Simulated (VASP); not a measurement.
# NiHO2 (Pnma) in VASP: single point with PBEsol

Aim: the single point of NiHO2 with PBEsol.

All numbers are computed with VASP 6.6.1; they aren't measurements. Logs are shortened: lines on timing, memory, paths and dates and some standing lists are left out, and cuts for length are marked.

## 1. Starting point

Symmetry: Pnma, No. 62, orthorhombic system. The conventional cell has a = 9.754 Å, b = 2.963 Å, c = 4.511 Å, α = 90.00°, β = 90.00°, γ = 90.00°. Ni (site symmetry m) is surrounded by 6 O at 1.87 to 2.10 Å. O (site symmetry m) has 1 H at 1.79 Å and 3 Ni at 1.87 to 1.92 Å as nearest neighbours. O (site symmetry m) has 1 H at 0.97 Å as nearest neighbours. H (site symmetry m) has 1 O at 0.97 Å as nearest neighbours.

The cell was built by a generator and needn't be a form met in nature.

## 2. Single point, PBEsol

File INCAR:

```
PREC = Accurate
ENCUT = 520
EDIFF = 1E-6
ISMEAR = -1
SIGMA = 0.1
LREAL = Auto
LASPH = True
NELM = 100
ALGO = Fast
ISIF = 2
LWAVE = False
LCHARG = True
GGA = PS
LELF = True
LVHAR = True
NBANDS = 60
```

File KPOINTS:

```
regular mesh
0
Gamma
  3 10 7
```

File POSCAR:

```
NiHO2
1.0
    9.7537630600      0.0000000000      0.0000000000
    0.0000000000      2.9629315500      0.0000000000
    0.0000000000      0.0000000000      4.5111840800
Ni O H
4 8 4
Direct
    0.8524000000      0.2500000000      0.0516000000
    0.6476000000      0.7500000000      0.5516000000
    0.3524000000      0.2500000000      0.4484000000
    0.1476000000      0.7500000000      0.9484000000
    0.2028000000      0.2500000000      0.7069000000
    0.2972000000      0.7500000000      0.2069000000
    0.7028000000      0.2500000000      0.7931000000
    0.7972000000      0.7500000000      0.2931000000
    0.0519000000      0.2500000000      0.2050000000
    0.4481000000      0.7500000000      0.7050000000
    0.5519000000      0.2500000000      0.2950000000
    0.9481000000      0.7500000000      0.7950000000
    0.0820000000      0.2500000000      0.4090000000
    0.4180000000      0.7500000000      0.9090000000
    0.5820000000      0.2500000000      0.0910000000
    0.9180000000      0.7500000000      0.5910000000
```

Potentials or basis: VASP PAW PBE potentials, release 64 (Ni, O, H).

Command:

```bash
$ cat potpaw_PBE.64/Ni/POTCAR potpaw_PBE.64/O/POTCAR potpaw_PBE.64/H/POTCAR > POTCAR
$ mpirun -np 1 vasp_std > vasp.out
```

OUTCAR:

```text
PREC = Accurate
   ENCUT = 520
   EDIFF = 1E-6
   ISMEAR = -1
   LREAL = Auto
   LASPH = True
   NELM = 100
   ISIF = 2
   GGA = PS

 ion  position               nearest neighbor table
   1  0.852  0.250  0.052-   7 1.87   8 1.92   8 1.92   9 2.07  12 2.10  12 2.10
   2  0.648  0.750  0.552-   8 1.87   7 1.92   7 1.92  10 2.07  11 2.10  11 2.10
   3  0.352  0.250  0.448-   5 1.87   6 1.92   6 1.92  11 2.07  10 2.10  10 2.10
   4  0.148  0.750  0.948-   6 1.87   5 1.92   5 1.92  12 2.07   9 2.10   9 2.10
   5  0.203  0.250  0.707-   3 1.87   4 1.92   4 1.92
   6  0.297  0.750  0.207-   4 1.87   3 1.92   3 1.92
   7  0.703  0.250  0.793-   1 1.87   2 1.92   2 1.92
   8  0.797  0.750  0.293-   2 1.87   1 1.92   1 1.92
   9  0.052  0.250  0.205-  13 0.97   1 2.07   4 2.10   4 2.10
  10  0.448  0.750  0.705-  14 0.97   2 2.07   3 2.10   3 2.10
  11  0.552  0.250  0.295-  15 0.97   3 2.07   2 2.10   2 2.10
  12  0.948  0.750  0.795-  16 0.97   4 2.07   1 2.10   1 2.10
  13  0.082  0.250  0.409-   9 0.97
  14  0.418  0.750  0.909-  10 0.97
  15  0.582  0.250  0.091-  11 0.97
  16  0.918  0.750  0.591-  12 0.97

  LATTYP: Found a simple orthorhombic cell.
 ALAT       =     2.9629315500
 B/A-ratio  =     1.5225407688
 C/A-ratio  =     3.2919299334

  Lattice vectors:

 A1 = (   0.0000000000,   2.9629315500,   0.0000000000)
 A2 = (   0.0000000000,   0.0000000000,   4.5111840800)
 A3 = (   9.7537630600,   0.0000000000,   0.0000000000)

Analysis of symmetry for initial positions (statically):
=====================================================================
 Subroutine PRICEL returns:
 Original cell was already a primitive cell.

 Routine SETGRP: Setting up the symmetry group for a
 simple orthorhombic supercell.

 Subroutine GETGRP returns: Found  8 space group operations
 (whereof  2 operations were pure point group operations)
 out of a pool of  8 trial point group operations.

The static configuration has the point symmetry S_2 .
 The point group associated with its full space group is D_2h.

Analysis of symmetry for dynamics (positions and initial velocities):
=====================================================================
 Subroutine PRICEL returns:
 Original cell was already a primitive cell.

 Routine SETGRP: Setting up the symmetry group for a
 simple orthorhombic supercell.

 Subroutine GETGRP returns: Found  8 space group operations
 (whereof  2 operations were pure point group operations)
 out of a pool of  8 trial point group operations.

The dynamic configuration has the point symmetry S_2 .
 The point group associated with its full space group is D_2h.

 Subroutine INISYM returns: Found  8 space group operations
 (whereof  2 operations are pure point group operations),
 and found     1 'primitive' translations

----------------------------------------------------------------------------------------

                                     Primitive cell

  volume of cell :     130.3720

  direct lattice vectors                    reciprocal lattice vectors
     9.753763060  0.000000000  0.000000000     0.102524533  0.000000000  0.000000000
     0.000000000  2.962931550  0.000000000     0.000000000  0.337503578  0.000000000
     0.000000000  0.000000000  4.511184080     0.000000000  0.000000000  0.221671291

  length of vectors
     9.753763060  2.962931550  4.511184080     0.102524533  0.337503578  0.221671291

  position of ions in fractional coordinates (direct lattice)
     0.852400000  0.250000000  0.051600000
     0.647600000  0.750000000  0.551600000
     0.352400000  0.250000000  0.448400000
     0.147600000  0.750000000  0.948400000
     0.202800000  0.250000000  0.706900000
     0.297200000  0.750000000  0.206900000
[... 8 lines left out ...]
     0.582000000  0.250000000  0.091000000
     0.918000000  0.750000000  0.591000000

  ion indices of the primitive-cell ions
   primitive index   ion index
                 1           1
                 2           2
                 3           3
                 4           4
                 5           5
                 6           6
[... 8 lines left out ...]
                15          15
                16          16

----------------------------------------------------------------------------------------

 KPOINTS: regular mesh

Automatic generation of k-mesh.
 Grid dimensions read from file:
 generate k-points for:    3   10    7

 Generating k-lattice:

  Cartesian coordinates                     Fractional coordinates (reciprocal lattice)
     0.034174844  0.000000000  0.000000000     0.333333333  0.000000000  0.000000000
     0.000000000  0.033750358  0.000000000     0.000000000  0.100000000  0.000000000
     0.000000000  0.000000000  0.031667327     0.000000000  0.000000000  0.142857143

  Length of vectors
     0.034174844  0.033750358  0.031667327

  Shift w.r.t. Gamma in fractional coordinates (k-lattice)
     0.000000000  0.000000000  0.000000000

 Subroutine IBZKPT returns following result:
 ===========================================

 Found     48 irreducible k-points:

 Following reciprocal coordinates:
            Coordinates               Weight
  0.000000  0.000000  0.000000      1.000000
  0.333333  0.000000  0.000000      2.000000
  0.000000  0.100000  0.000000      2.000000
  0.333333  0.100000  0.000000      4.000000
  0.000000  0.200000  0.000000      2.000000
  0.333333  0.200000  0.000000      4.000000
[... 16 lines left out ...]
  0.000000  0.500000  0.142857      2.000000
  0.333333  0.500000  0.142857      4.000000
 [... further k-points ...]
   k-points           NKPTS =     48   k-points in BZ     NKDIM =     48   number of bands    NBANDS=     60
   number of dos      NEDOS =    301   number of ions     NIONS =     16
   total plane-waves  NPLWV =  69120
   dimension x,y,z NGX =    80 NGY =   24 NGZ =   36
   dimension x,y,z NGXF=   160 NGYF=   48 NGZF=   72
   ions per type =               4   8   4
   NGX,Y,Z   is equivalent  to a cutoff of  13.64, 13.47, 13.27 a.u.
   NGXF,Y,Z  is equivalent  to a cutoff of  27.27, 26.93, 26.53 a.u.
 SYSTEM =  unknown system
   PREC   = accura    normal or accurate (medium, high low for compatibility)
   ISTART =      0    job   : 0-new  1-cont  2-samecut
   ICHARG =      2    charge: 1-file 2-atom 10-const
   ISPIN  =      1    spin polarized calculation?
   LNONCOLLINEAR =      F non collinear calculations
   LSORBIT =      F    spin-orbit coupling
   LASPH  =      T    aspherical Exc in radial PAW
   ENCUT  =  520.0 eV  38.22 Ry    6.18 a.u.  18.14  5.51  8.39*2*pi/ulx,y,z
   NELM   =    100;   NELMIN=  2; NELMDL= -5     # of ELM steps
   EDIFF  = 0.1E-05   stopping-criterion for ELM
   LREAL  =      T    real-space projection
   EDIFFG = 0.1E-04   stopping-criterion for IOM
   NSW    =      0    number of steps for IOM
   IBRION =     -1    ionic relax: 0-MD 1-quasi-New 2-CG
   NFREE  =      0    steps in history (QN), initial steepest desc. (CG)
   ISIF   =      2    stress and relaxation
   ISYM   =      2    0-nonsym 1-usesym 2-fastsym
   POTIM  = 0.5000    time-step for ionic-motion
   TEBEG  =    0.0;   TEEND  =   0.0 temperature during run
   PSTRESS=    0.0 pullay stress
   NELECT =      92.0000    total number of electrons
   NUPDOWN=      -1.0000    fix difference up-down
   EMIN   =  10.00;   EMAX   =-10.00  energy-range for DOS
   EFERMI =   0.00;   METHOD = LEGACY
   ISMEAR =    -1;   SIGMA  =   0.10  broadening in eV -4-tet -1-fermi 0-gaus
   EFERMI_NEDOS =   21; number of points for ismear=-14 and -15
   IALGO  =     68    algorithm
   IMIX   =      4    mixing-type and parameters
     AMIX     =   0.40;   BMIX     =  1.00
     AMIX_MAG =   1.60;   BMIX_MAG =  1.00
  volume/ion in A,a.u.               =       8.15        54.99
  Fermi-wavevector in a.u.,A,eV,Ry     =   1.457503  2.754280 28.903042  2.124314
  Thomas-Fermi vector in A             =   2.574296
   LORBIT       =      0    0 simple, 1 ext, 2 COOP (PROOUT), +10 PAW based schemes
   GGA     = PS    functional components
   LHFCALC =     F    Hartree Fock is set to
   AEXX    =    0.0000 exact exchange contribution
   IVDW    =     0    specifies the selected vdW correction
   LEPSILON=     F    determine dielectric tensor
   LRPA    =     F    only Hartree local field effects (RPA)
 non-spin polarized calculation
 RMM-DIIS sequential band-by-band and
  energy-cutoff  :      520.00
  volume of cell :      130.37
 maximum number of plane-waves:      3536
 NGX is ok and might be reduce to    80
   NGX = 37   NGY = 11   NGZ = 17

 number of electron      91.9999980 magnetization

 Free energy of the ion-electron system (eV)
  ---------------------------------------------------
  ext. energy  EPLUGINS =         0.00000000
  ---------------------------------------------------
  free energy    TOTEN  =       -92.88188862 eV

  energy without entropy =      -92.56450894  energy(sigma->0) =      -92.72319878

 E-fermi :   4.1311     XC(G=0): -11.5296

 val. band max:        4.1309253803   @ k =   0.3333   0.3000   0.0000
 cond. band min:       4.1375620384   @ k =   0.0000   0.2000   0.2857
 fundamental gap:      0.0066366580
 Fermi energy:         4.1311390409

 k-point     1 :       0.0000    0.0000    0.0000
  band No.  band energies     occupation
      1     -16.2975      2.00000
      2     -15.9608      2.00000
      3     -15.4490      2.00000
      4     -15.0935      2.00000
      5     -14.3083      2.00000
      6     -14.1857      2.00000
[... 50 lines left out ...]
     57      13.6052      0.00000
     58      14.4184      0.00000

 k-point     2 :       0.3333    0.0000    0.0000
  band No.  band energies     occupation
      1     -16.2361      2.00000
      2     -16.0789      2.00000
      3     -15.3229      2.00000
      4     -15.1561      2.00000
      5     -14.2860      2.00000
      6     -14.2265      2.00000
[... 50 lines left out ...]
     57      13.3931      0.00000
     58      14.0037      0.00000
[... 1279 lines left out ...]
     57      14.5309      0.00000
     58      14.5389      0.00000

 k-point    24 :       0.3333    0.5000    0.1429
  band No.  band energies     occupation
      1     -15.2991      2.00000
      2     -15.2991      2.00000
      3     -15.2781      2.00000
      4     -15.2781      2.00000
      5     -13.8995      2.00000
      6     -13.8995      2.00000
[... 50 lines left out ...]
     57      14.6812      0.00000
     58      14.6945      0.00000

 [... further k-points ...]

 [bands above 58 left out]

------------------------ aborting loop because EDIFF is reached ----------------------------------------

  FORCE on cell =-STRESS in cart. coord.  units (eV):
  Direction    XX          YY          ZZ          XY          YZ          ZX
  --------------------------------------------------------------------------------------
  -------------------------------------------------------------------------------------
  Total       -7.5715901    -10.4985071     -4.7455324      0.0000000      0.0000000      0.0000000
  in kB      -93.0493418   -129.0190261    -58.3191457      0.0000000      0.0000000      0.0000000
  external PRESSURE =     -93.4625045 kB  Pullay stress =       0.0000000 kB

 VOLUME and BASIS-vectors are now :
 -----------------------------------------------------------------------------
  energy-cutoff  :      520.00
  volume of cell :      130.37
      direct lattice vectors                 reciprocal lattice vectors
     9.753763060  0.000000000  0.000000000     0.102524533  0.000000000  0.000000000
     0.000000000  2.962931550  0.000000000     0.000000000  0.337503578  0.000000000
     0.000000000  0.000000000  4.511184080     0.000000000  0.000000000  0.221671291

 POSITION                                       TOTAL-FORCE (eV/Angst)
 -----------------------------------------------------------------------------------
      8.31411      0.74073      0.23278         0.978088      0.000000     -0.733850
      6.31654      2.22220      2.48837        -0.978088      0.000000     -0.733850
      3.43723      0.74073      2.02281         0.978088      0.000000      0.733850
      1.43966      2.22220      4.27841        -0.978088     -0.000000      0.733850
      1.97806      0.74073      3.18896        -0.297738      0.000000      0.179287
      2.89882      2.22220      0.93336         0.297738      0.000000      0.179287
[... 8 lines left out ...]
      5.67669      0.74073      0.41052         0.718564     -0.000000     -1.610584
      8.95395      2.22220      2.66611        -0.718564      0.000000     -1.610584
 -----------------------------------------------------------------------------------
    total drift:                               -0.000000     -0.000000      0.000000

  FREE ENERGIE OF THE ION-ELECTRON SYSTEM (eV)
  ---------------------------------------------------
  free  energy   TOTEN  =       -92.8818886167 eV

  energy  without entropy=      -92.5645089373  energy(sigma->0) =      -92.72319878
```

It took 12 min on 1 thread of Intel Xeon Platinum 8488C (Sapphire Rapids), shared host; peak memory 0.4 GiB.

Results:

| Property | Result |
| --- | --- |
| Free energy | -92.8819 eV |
| Pressure | -9.3 GPa |
| Largest force | 2.604 eV/Å |
| Band gap on the k mesh | none (metal or under the smearing width) |

Forces on the atoms (eV/Å):
```
Ni   0.978  0.000 -0.734
Ni  -0.978  0.000 -0.734
Ni   0.978  0.000  0.734
Ni  -0.978  0.000  0.734
O   -0.298  0.000  0.179
O    0.298  0.000  0.179
O   -0.298  0.000 -0.179
O    0.298  0.000 -0.179
O   -0.507  0.000 -2.554
O    0.507  0.000 -2.554
O   -0.507  0.000  2.554
O    0.507  0.000  2.554
H    0.719  0.000  1.611
H   -0.719  0.000  1.611
H    0.719  0.000 -1.611
H   -0.719  0.000 -1.611
```

Caveat: the PAW data sets were made with another functional, which shifts forces and pressure a little; the run has no spin polarisation, though such a crystal can be magnetic; semilocal functionals often make such compounds metallic where correlation or magnetic order opens a gap, which also shifts bond lengths.
